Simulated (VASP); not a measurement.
Set up this calculation in VASP 6.6.1, as the native input.

* Task: band structure
* Functional: PBEsol
* Potentials or basis: VASP PAW PBE potentials, release 64 (Nb_sv)
* Cutoff: 520 eV
* k mesh: 11 × 11 × 11
* Occupations: fermi-dirac, width 0.05 eV
* Spin: no spin polarisation
* Further INCAR settings: ALGO = Normal; EDIFF = 1e-06; NBANDS = 12

Crystal: Nb.

```
Nb
1.0
    -1.66395    1.66395    1.66395
     1.66395   -1.66395    1.66395
     1.66395    1.66395   -1.66395
Nb
1
Direct
  0.00000 0.00000 0.00000
```

One way to write it, as run:

POSCAR

```
Nb
1.0
   -1.6639500000      1.6639500000      1.6639500000
    1.6639500000     -1.6639500000      1.6639500000
    1.6639500000      1.6639500000     -1.6639500000
Nb
1
Direct
    0.0000000000      0.0000000000      0.0000000000
```

INCAR.step1

```
SYSTEM = Nb
PREC = Accurate
ENCUT = 520
EDIFF = 1E-6
ISMEAR = -1
SIGMA = 0.05
LREAL = .FALSE.
LASPH = .TRUE.
NELM = 100
ALGO = Normal
ISIF = 2
LWAVE = .FALSE.
LCHARG = .TRUE.
LMAXMIX = 4
GGA = PS
NBANDS = 12
```

KPOINTS.step1

```
regular mesh
0
G
  11 11 11
  0 0 0
```

INCAR.step2

```
SYSTEM = Nb
PREC = Accurate
ENCUT = 520
EDIFF = 1E-6
ISMEAR = 0
SIGMA = 0.05
LREAL = .FALSE.
LASPH = .TRUE.
NELM = 100
ALGO = Normal
ISIF = 2
LWAVE = .FALSE.
LCHARG = .FALSE.
LMAXMIX = 4
GGA = PS
NBANDS = 12
ICHARG = 11
```

KPOINTS.step2

```
path GHNGPH,PN
20
line-mode
reciprocal
 0.0000000000  0.0000000000  0.0000000000  G
 0.5000000000 -0.5000000000  0.5000000000  H

 0.5000000000 -0.5000000000  0.5000000000  H
 0.0000000000  0.0000000000  0.5000000000  N

 0.0000000000  0.0000000000  0.5000000000  N
 0.0000000000  0.0000000000  0.0000000000  G

 0.0000000000  0.0000000000  0.0000000000  G
 0.2500000000  0.2500000000  0.2500000000  P

 0.2500000000  0.2500000000  0.2500000000  P
 0.5000000000 -0.5000000000  0.5000000000  H

 0.2500000000  0.2500000000  0.2500000000  P
 0.0000000000  0.0000000000  0.5000000000  N
```

Potentials or basis: VASP PAW PBE potentials, release 64 (Nb_sv).

Launch:

```bash
$ cat potpaw_PBE.64/Nb_sv/POTCAR > POTCAR
$ cp INCAR.step1 INCAR
$ cp KPOINTS.step1 KPOINTS
$ mpirun -np 1 vasp_std > vasp.out
$ cp INCAR.step2 INCAR
$ cp KPOINTS.step2 KPOINTS
$ mpirun -np 1 vasp_std > vasp.out
```

Results of the run:

```yaml
Band_gap_along_the_path: none (metal or under the smearing width)
```

Caveat: the log is that of the step along the path at fixed density, whose energy, stress, charges and moments have no meaning.

Run time: 17 s on 1 thread of Intel(R) Xeon(R) Platinum 8375C CPU @ 2.90GHz (Ice Lake), on a shared host, peak memory 0.15 GiB.
